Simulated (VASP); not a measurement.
# TiAl3 (Pm-3m) in VASP: density of states with PBE

Aim: the density of states of TiAl3 with PBE.

Everything below comes from runs of VASP 6.6.1. Logs are shortened: lines on timing, memory, paths and dates and some standing lists are left out, and cuts for length are marked.

## 1. The structure

It takes space group Pm-3m (No. 221, cubic). Conventional cell: a = 3.980 Å, b = 3.980 Å, c = 3.980 Å, α = 90.00°, β = 90.00°, γ = 90.00°. Ti (site symmetry m-3m) is surrounded by 12 Al at 2.81 Å. Al (site symmetry 4/mmm) is surrounded by 4 Ti at 2.81 Å and 8 Al at 2.81 Å.

The cell comes from a database or a generator and needn't be the stable form of this composition.

## 2. Density of states, PBE

POSCAR reads:

```
TiAl3
1.0
    3.9797267061      0.0000000000      0.0000000000
    0.0000000000      3.9797267061      0.0000000000
    0.0000000000      0.0000000000      3.9797267061
Ti Al
1 3
Direct
    0.0000000000      0.0000000000      0.0000000000
    0.5000000000      0.5000000000      0.0000000000
    0.5000000000      0.0000000000      0.5000000000
    0.0000000000      0.5000000000      0.5000000000
```

INCAR.step1 reads:

```
SYSTEM = TiAl3
PREC     = Accurate       ! precision mode
ENCUT    = 520            ! plane-wave cutoff, eV
EDIFF    = 1E-6           ! SCF threshold, eV
ISMEAR   = 0              ! smearing method
SIGMA    = 0.1            ! smearing width, eV
LREAL    = .False.        ! projectors in reciprocal space
LASPH    = .True.         ! aspherical terms in the spheres
NELM     = 100            ! most SCF steps
ALGO     = Normal         ! electronic algorithm
ISIF     = 2              ! what is computed and relaxed
LWAVE    = .False.        ! write WAVECAR
LCHARG   = .True.         ! write CHGCAR
LMAXMIX  = 4              ! l up to which the mixer works
GGA      = PE             ! functional
NBANDS   = 18             ! bands
```

KPOINTS.step1 reads:

```
regular mesh
0
Gamma
  10 10 10
  0 0 0
```

INCAR.step2 reads:

```
SYSTEM = TiAl3
PREC     = Accurate       ! precision mode
ENCUT    = 520            ! plane-wave cutoff, eV
EDIFF    = 1E-6           ! SCF threshold, eV
ISMEAR   = -5             ! smearing method
SIGMA    = 0.1            ! smearing width, eV
LREAL    = .False.        ! projectors in reciprocal space
LASPH    = .True.         ! aspherical terms in the spheres
NELM     = 100            ! most SCF steps
ALGO     = Normal         ! electronic algorithm
ISIF     = 2              ! what is computed and relaxed
LWAVE    = .False.        ! write WAVECAR
LCHARG   = .False.        ! write CHGCAR
LMAXMIX  = 4              ! l up to which the mixer works
GGA      = PE             ! functional
LORBIT   = 11             ! projections on sites
NBANDS   = 18             ! bands
NEDOS    = 2001           ! points of the DOS
ICHARG   = 11             ! starting density
```

KPOINTS.step2 reads:

```
regular mesh
0
Gamma
  15 15 15
  0 0 0
```

Potentials or basis: VASP PAW PBE potentials, release 64 (Ti_sv, Al).

Started as:

```sh
$ cat potpaw_PBE.64/Ti_sv/POTCAR potpaw_PBE.64/Al/POTCAR > POTCAR
$ cp INCAR.step1 INCAR
$ cp KPOINTS.step1 KPOINTS
$ mpirun -np 1 vasp_std > vasp.out
$ cp INCAR.step2 INCAR
$ cp KPOINTS.step2 KPOINTS
$ mpirun -np 1 vasp_std > vasp.out
```

OUTCAR:

```text
SYSTEM = TiAl3
   PREC = Accurate
   ENCUT = 520
   EDIFF = 1E-6
   ISMEAR = -5
   LREAL = .False.
   LASPH = .True.
   NELM = 100
   ISIF = 2
   GGA = PE
   LORBIT = 11
   ICHARG = 11

 ion  position               nearest neighbor table
   1  0.000  0.000  0.000-   2 2.81   3 2.81   4 2.81   3 2.81   4 2.81   2 2.81   4 2.81   4 2.81
                             2 2.81   3 2.81   3 2.81   2 2.81
   2  0.500  0.500  0.000-   1 2.81   3 2.81   4 2.81   3 2.81   4 2.81   1 2.81   3 2.81   3 2.81
                             1 2.81   4 2.81   4 2.81   1 2.81
   3  0.500  0.000  0.500-   1 2.81   2 2.81   4 2.81   1 2.81   2 2.81   2 2.81   4 2.81   2 2.81
                             1 2.81   4 2.81   1 2.81   4 2.81
   4  0.000  0.500  0.500-   1 2.81   2 2.81   3 2.81   1 2.81   2 2.81   1 2.81   3 2.81   1 2.81
                             2 2.81   3 2.81   2 2.81   3 2.81

  LATTYP: Found a simple cubic cell.
 ALAT       =     3.9797267061

  Lattice vectors:

 A1 = (   3.9797267061,   0.0000000000,   0.0000000000)
 A2 = (   0.0000000000,   3.9797267061,   0.0000000000)
 A3 = (   0.0000000000,   0.0000000000,   3.9797267061)

Analysis of symmetry for initial positions (statically):
=====================================================================
 Subroutine PRICEL returns:
 Original cell was already a primitive cell.

 Routine SETGRP: Setting up the symmetry group for a
 simple cubic supercell.

 Subroutine GETGRP returns: Found 48 space group operations
 (whereof 48 operations were pure point group operations)
 out of a pool of 48 trial point group operations.

The static configuration has the point symmetry O_h .

Analysis of symmetry for dynamics (positions and initial velocities):
=====================================================================
 Subroutine PRICEL returns:
 Original cell was already a primitive cell.

 Routine SETGRP: Setting up the symmetry group for a
 simple cubic supercell.

 Subroutine GETGRP returns: Found 48 space group operations
 (whereof 48 operations were pure point group operations)
 out of a pool of 48 trial point group operations.

The dynamic configuration has the point symmetry O_h .

 Subroutine INISYM returns: Found 48 space group operations
 (whereof 48 operations are pure point group operations),
 and found     1 'primitive' translations

----------------------------------------------------------------------------------------

                                     Primitive cell

  volume of cell :      63.0318

  direct lattice vectors                    reciprocal lattice vectors
     3.979726706  0.000000000  0.000000000     0.251273536  0.000000000  0.000000000
     0.000000000  3.979726706  0.000000000     0.000000000  0.251273536  0.000000000
     0.000000000  0.000000000  3.979726706     0.000000000  0.000000000  0.251273536

  length of vectors
     3.979726706  3.979726706  3.979726706     0.251273536  0.251273536  0.251273536

  position of ions in fractional coordinates (direct lattice)
     0.000000000  0.000000000  0.000000000
     0.500000000  0.500000000  0.000000000
     0.500000000  0.000000000  0.500000000
     0.000000000  0.500000000  0.500000000

  ion indices of the primitive-cell ions
   primitive index   ion index
                 1           1
                 2           2
                 3           3
                 4           4

----------------------------------------------------------------------------------------

 KPOINTS: regular mesh

Automatic generation of k-mesh.
 Grid dimensions read from file:
 generate k-points for:   15   15   15

 Generating k-lattice:

  Cartesian coordinates                     Fractional coordinates (reciprocal lattice)
     0.016751569  0.000000000  0.000000000     0.066666667  0.000000000  0.000000000
     0.000000000  0.016751569  0.000000000     0.000000000  0.066666667  0.000000000
     0.000000000  0.000000000  0.016751569     0.000000000  0.000000000  0.066666667

  Length of vectors
     0.016751569  0.016751569  0.016751569

  Shift w.r.t. Gamma in fractional coordinates (k-lattice)
     0.000000000  0.000000000  0.000000000

 TETIRR: Found   1667 inequivalent tetrahedra from    20250

 Subroutine IBZKPT returns following result:
 ===========================================

 Found    120 irreducible k-points:

 Following reciprocal coordinates:
            Coordinates               Weight
  0.000000  0.000000  0.000000      1.000000
  0.066667  0.000000  0.000000      6.000000
  0.133333  0.000000  0.000000      6.000000
  0.200000  0.000000  0.000000      6.000000
  0.266667  0.000000  0.000000      6.000000
  0.333333  0.000000  0.000000      6.000000
[... 16 lines left out ...]
  0.266667  0.200000  0.000000     24.000000
  0.333333  0.200000  0.000000     24.000000
 [... further k-points ...]
   k-points           NKPTS =    120   k-points in BZ     NKDIM =    120   number of bands    NBANDS=     18
   number of dos      NEDOS =   2001   number of ions     NIONS =      4
   total plane-waves  NPLWV =  27000
   dimension x,y,z NGX =    30 NGY =   30 NGZ =   30
   dimension x,y,z NGXF=    60 NGYF=   60 NGZF=   60
   ions per type =               1   3
   NGX,Y,Z   is equivalent  to a cutoff of  12.53, 12.53, 12.53 a.u.
   NGXF,Y,Z  is equivalent  to a cutoff of  25.06, 25.06, 25.06 a.u.
 SYSTEM =  TiAl3
   PREC   = accura    normal or accurate (medium, high low for compatibility)
   ISTART =      0    job   : 0-new  1-cont  2-samecut
   ICHARG =     11    charge: 1-file 2-atom 10-const
   ISPIN  =      1    spin polarized calculation?
   LNONCOLLINEAR =      F non collinear calculations
   LSORBIT =      F    spin-orbit coupling
   LASPH  =      T    aspherical Exc in radial PAW
   ENCUT  =  520.0 eV  38.22 Ry    6.18 a.u.   7.40  7.40  7.40*2*pi/ulx,y,z
   NELM   =    100;   NELMIN=  2; NELMDL=  0     # of ELM steps
   EDIFF  = 0.1E-05   stopping-criterion for ELM
   LREAL  =      F    real-space projection
   EDIFFG = 0.1E-04   stopping-criterion for IOM
   NSW    =      0    number of steps for IOM
   IBRION =     -1    ionic relax: 0-MD 1-quasi-New 2-CG
   NFREE  =      0    steps in history (QN), initial steepest desc. (CG)
   ISIF   =      2    stress and relaxation
   ISYM   =      2    0-nonsym 1-usesym 2-fastsym
   POTIM  = 0.5000    time-step for ionic-motion
   TEBEG  =    0.0;   TEEND  =   0.0 temperature during run
   PSTRESS=    0.0 pullay stress
   NELECT =      21.0000    total number of electrons
   NUPDOWN=      -1.0000    fix difference up-down
   EMIN   =  10.00;   EMAX   =-10.00  energy-range for DOS
   EFERMI =   0.00;   METHOD = LEGACY
   ISMEAR =    -5;   SIGMA  =   0.10  broadening in eV -4-tet -1-fermi 0-gaus
   EFERMI_NEDOS =   21; number of points for ismear=-14 and -15
   IALGO  =     38    algorithm
   IMIX   =      4    mixing-type and parameters
     AMIX     =   0.40;   BMIX     =  1.00
     AMIX_MAG =   1.60;   BMIX_MAG =  1.00
  volume/ion in A,a.u.               =      15.76       106.34
  Fermi-wavevector in a.u.,A,eV,Ry     =   1.134910  2.144669 17.524579  1.288020
  Thomas-Fermi vector in A             =   2.271614
   LORBIT       =     11    0 simple, 1 ext, 2 COOP (PROOUT), +10 PAW based schemes
   GGA     = PE    functional components
   LHFCALC =     F    Hartree Fock is set to
   AEXX    =    0.0000 exact exchange contribution
   IVDW    =     0    specifies the selected vdW correction
   LEPSILON=     F    determine dielectric tensor
   LRPA    =     F    only Hartree local field effects (RPA)
 non-spin polarized calculation
 Fermi weights with tetrahedron method with Bloechl corrections
  energy-cutoff  :      520.00
  volume of cell :       63.03
 maximum number of plane-waves:      1743
 NGX is ok and might be reduce to    30

 number of electron      20.9999998 magnetization

 Free energy of the ion-electron system (eV)
  ---------------------------------------------------
  ext. energy  EPLUGINS =         0.00000000
  ---------------------------------------------------
  free energy    TOTEN  =       -20.54941620 eV

  energy without entropy =      -20.54941620  energy(sigma->0) =      -20.54941620

 E-fermi :   8.9533     XC(G=0): -10.7571

 val. band max:        8.9927291616   @ k =   0.4000   0.0667   0.0000
 cond. band min:       8.9132617711   @ k =   0.1333   0.1333   0.0000
 fundamental gap:     -0.0794673906
 Fermi energy:         8.9533229636

 k-point     1 :       0.0000    0.0000    0.0000
  band No.  band energies     occupation
      1     -48.0664      2.00000
      2     -24.3661      2.00000
      3     -24.3661      2.00000
      4     -24.3661      2.00000
      5      -1.8008      2.00000
      6       5.8674      2.00000
[... 10 lines left out ...]
     17      14.5369      0.00000
     18      14.5369      0.00000

 k-point     2 :       0.0667    0.0000    0.0000
  band No.  band energies     occupation
      1     -48.0663      2.00000
      2     -24.3669      2.00000
      3     -24.3660      2.00000
      4     -24.3660      2.00000
      5      -1.7581      2.00000
      6       5.4682      2.00000
[... 10 lines left out ...]
     17      14.4871      0.00000
     18      14.5491      0.00000

 k-point     3 :       0.1333    0.0000    0.0000
  band No.  band energies     occupation
      1     -48.0662      2.00000
      2     -24.3691      2.00000
      3     -24.3659      2.00000
      4     -24.3659      2.00000
      5      -1.6306      2.00000
      6       4.7309      2.00000
[... 412 lines left out ...]
 k-point    23 :       0.2667    0.2000    0.0000
  band No.  band energies     occupation
      1     -48.0657      2.00000
      2     -24.3756      2.00000
      3     -24.3715      2.00000
      4     -24.3649      2.00000
      5      -0.7612      2.00000
      6       3.4273      2.00000
[... 10 lines left out ...]
     17      13.4848      0.00000
     18      14.1069      0.00000

 k-point    24 :       0.3333    0.2000    0.0000
  band No.  band energies     occupation
      1     -48.0656      2.00000
      2     -24.3792      2.00000
      3     -24.3712      2.00000
      4     -24.3646      2.00000
      5      -0.4039      2.00000
      6       2.6820      2.00000
[... 10 lines left out ...]
     17      13.4982      0.00000
     18      14.0030      0.00000

 [... further k-points ...]

------------------------ aborting loop because EDIFF is reached ----------------------------------------

  FORCE on cell =-STRESS in cart. coord.  units (eV):
  Direction    XX          YY          ZZ          XY          YZ          ZX
  --------------------------------------------------------------------------------------
  -------------------------------------------------------------------------------------
  Total       -0.1288683     -0.1288683     -0.1288683     -0.0000000     -0.0000000      0.0000000
  in kB       -3.2756452     -3.2756452     -3.2756452     -0.0000000     -0.0000000      0.0000000
  external PRESSURE =      -3.2756452 kB  Pullay stress =       0.0000000 kB

 VOLUME and BASIS-vectors are now :
 -----------------------------------------------------------------------------
  energy-cutoff  :      520.00
  volume of cell :       63.03
      direct lattice vectors                 reciprocal lattice vectors
     3.979726706  0.000000000  0.000000000     0.251273536  0.000000000  0.000000000
     0.000000000  3.979726706  0.000000000     0.000000000  0.251273536  0.000000000
     0.000000000  0.000000000  3.979726706     0.000000000  0.000000000  0.251273536

 POSITION                                       TOTAL-FORCE (eV/Angst)
 -----------------------------------------------------------------------------------
      0.00000      0.00000      0.00000         0.000000      0.000000      0.000000
      1.98986      1.98986      0.00000         0.000000      0.000000      0.000000
      1.98986      0.00000      1.98986         0.000000      0.000000      0.000000
      0.00000      1.98986      1.98986         0.000000      0.000000      0.000000
 -----------------------------------------------------------------------------------
    total drift:                                0.000000     -0.000000      0.000000

  FREE ENERGIE OF THE ION-ELECTRON SYSTEM (eV)
  ---------------------------------------------------
  free  energy   TOTEN  =       -20.5494161988 eV

  energy  without entropy=      -20.5494161988  energy(sigma->0) =      -20.54941620

 total charge

# of ion       s       p       d       tot
------------------------------------------
    1        2.161   6.093   2.051  10.306
    2        0.409   0.399   0.000   0.808
    3        0.409   0.399   0.000   0.808
    4        0.409   0.399   0.000   0.808
--------------------------------------------------
tot          3.388   7.290   2.051  12.729
```

It took 47 s on 1 thread of Intel Xeon 6975P-C (Granite Rapids), shared host; peak memory 0.25 GiB.

Results:

```
Valence electrons inside the program's atomic spheres : Ti 10.31; Al 0.81
```

Levels at points of the mesh, in eV from the Fermi level:
| k point | band 8 | band 9 | band 10 | band 11 | band 12 | band 13 |
| --- | --- | --- | --- | --- | --- | --- |
| (0.00, 0.00, 0.00) | -2.19 | -2.19 | -2.19 | 0.13 | 0.13 | 0.13 |

States per cell in windows of 0.5 eV (zero at the Fermi level; states under -8 eV left out):
| from (eV) | total | Ti1_d | Al2_p | Al3_p | Al4_p | Al2_s | Al3_s |
| --- | --- | --- | --- | --- | --- | --- | --- |
| -8.0 | 0.36 | 0.01 | 0.01 | 0.01 | 0.01 | 0.02 | 0.02 |
| -7.5 | 0.38 | 0.01 | 0.01 | 0.01 | 0.01 | 0.02 | 0.02 |
| -7.0 | 0.44 | 0.01 | 0.01 | 0.01 | 0.01 | 0.03 | 0.03 |
| -6.5 | 0.55 | 0.01 | 0.01 | 0.01 | 0.01 | 0.03 | 0.03 |
| -6.0 | 0.62 | 0.02 | 0.01 | 0.01 | 0.01 | 0.04 | 0.04 |
| -5.5 | 0.67 | 0.04 | 0.02 | 0.02 | 0.02 | 0.04 | 0.04 |
| -5.0 | 0.54 | 0.04 | 0.02 | 0.02 | 0.02 | 0.03 | 0.03 |
| -4.5 | 0.66 | 0.05 | 0.02 | 0.02 | 0.02 | 0.02 | 0.02 |
| -4.0 | 0.75 | 0.07 | 0.03 | 0.03 | 0.03 | 0.02 | 0.02 |
| -3.5 | 0.92 | 0.11 | 0.04 | 0.04 | 0.04 | 0.01 | 0.01 |
| -3.0 | 1.13 | 0.19 | 0.05 | 0.05 | 0.05 | 0.01 | 0.01 |
| -2.5 | 1.43 | 0.34 | 0.06 | 0.06 | 0.06 | 0.01 | 0.01 |
| -2.0 | 0.97 | 0.29 | 0.04 | 0.04 | 0.04 | 0.01 | 0.01 |
| -1.5 | 0.70 | 0.26 | 0.02 | 0.02 | 0.02 | 0.00 | 0.00 |
| -1.0 | 0.68 | 0.28 | 0.02 | 0.02 | 0.02 | 0.00 | 0.00 |
| -0.5 | 0.80 | 0.34 | 0.02 | 0.02 | 0.02 | 0.01 | 0.01 |
| 0.0 | 1.42 | 0.64 | 0.03 | 0.03 | 0.03 | 0.01 | 0.01 |
| 0.5 | 2.28 | 1.23 | 0.03 | 0.03 | 0.03 | 0.01 | 0.01 |
| 1.0 | 1.63 | 1.00 | 0.02 | 0.02 | 0.02 | 0.01 | 0.01 |
| 1.5 | 1.13 | 0.41 | 0.02 | 0.02 | 0.02 | 0.02 | 0.02 |
| 2.0 | 1.17 | 0.44 | 0.02 | 0.02 | 0.02 | 0.04 | 0.04 |
| 2.5 | 1.56 | 0.70 | 0.02 | 0.02 | 0.02 | 0.06 | 0.06 |
| 3.0 | 1.45 | 0.44 | 0.04 | 0.04 | 0.04 | 0.04 | 0.04 |
| 3.5 | 0.75 | 0.20 | 0.02 | 0.02 | 0.02 | 0.02 | 0.02 |
| 4.0 | 1.01 | 0.22 | 0.04 | 0.04 | 0.04 | 0.03 | 0.03 |
| 4.5 | 0.84 | 0.18 | 0.03 | 0.03 | 0.03 | 0.02 | 0.02 |
| 5.0 | 0.94 | 0.23 | 0.04 | 0.04 | 0.04 | 0.02 | 0.02 |
| 5.5 | 0.55 | 0.11 | 0.03 | 0.03 | 0.03 | 0.01 | 0.01 |
| 6.0 | 0.10 | 0.01 | 0.01 | 0.01 | 0.01 | 0.00 | 0.00 |
| 6.5 | 0.06 | 0.00 | 0.00 | 0.00 | 0.00 | 0.00 | 0.00 |
| 7.0 | 0.05 | 0.00 | 0.00 | 0.00 | 0.00 | 0.00 | 0.00 |
| 7.5 | 0.03 | 0.00 | 0.00 | 0.00 | 0.00 | 0.00 | 0.00 |

Caveat: tetrahedron occupations give inexact forces and stress in metals.
